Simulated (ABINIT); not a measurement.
Runs of ABINIT 10.8.3 (patched build) on CdF2. It takes space group Fm-3m (No. 225, cubic). Conventional cell: a = 5.388 Å, b = 5.388 Å, c = 5.388 Å, α = 90.00°, β = 90.00°, γ = 90.00°. Cd (site symmetry m-3m) is surrounded by 8 F at 2.33 Å. F (site symmetry -43m) has 4 Cd at 2.33 Å as nearest neighbours. 

| task | potentials or basis | cell | k mesh | cutoff (eV) | smearing | fine-grid cutoff | cell freedom (optcell) | optimiser (ionmov) | cutoff smearing ecutsm (Ha) | force stop (Ha/bohr) | mesh quality | gap on the mesh (eV) | pressure (GPa) |
| --- | --- | --- | --- | --- | --- | --- | --- | --- | --- | --- | --- | --- | --- |
| single point | JTH PAW LDA v2.0 | cell relaxed | 7 × 7 × 7 | 626 | fermi-dirac 0.05 eV | 1224.51 eV | - | - | - | - | not flagged | 3.01 | -0.3 |
| single point | PseudoDojo NC SR LDA v0.4.1 standard | as given | 7 × 7 × 7 | 1252 | fermi-dirac 0.05 eV | - | - | - | - | - | not flagged | (a) | - |
| relaxation of cell and atoms | JTH PAW LDA v2.0 | relaxed | 7 × 7 × 7 | 626 | fermi-dirac 0.05 eV | 1224.51 eV | 2 | 2 | 0.5 | 2e-05 | not flagged | 3.01 | 0.0 |
| phonons | JTH PAW LDA v2.0 | cell relaxed at zero pressure by an earlier run | 4 × 4 × 4, with 4 shifts | 626 | fixed | 1224.51 eV | - | - | 0.5 | - | not flagged | - | 0.0 |

Alike in all rows: level LDA; no spin polarisation.

Q: Estimate the missing entries.

A: (a) 2.88.

Caveats: an odd mesh through Γ misses points on the zone boundary, where band edges often lie (some runs).

A k mesh can miss the band edges, and the runs leave out spin-orbit coupling on Cd.

The runs don't all hold the same shells in valence.
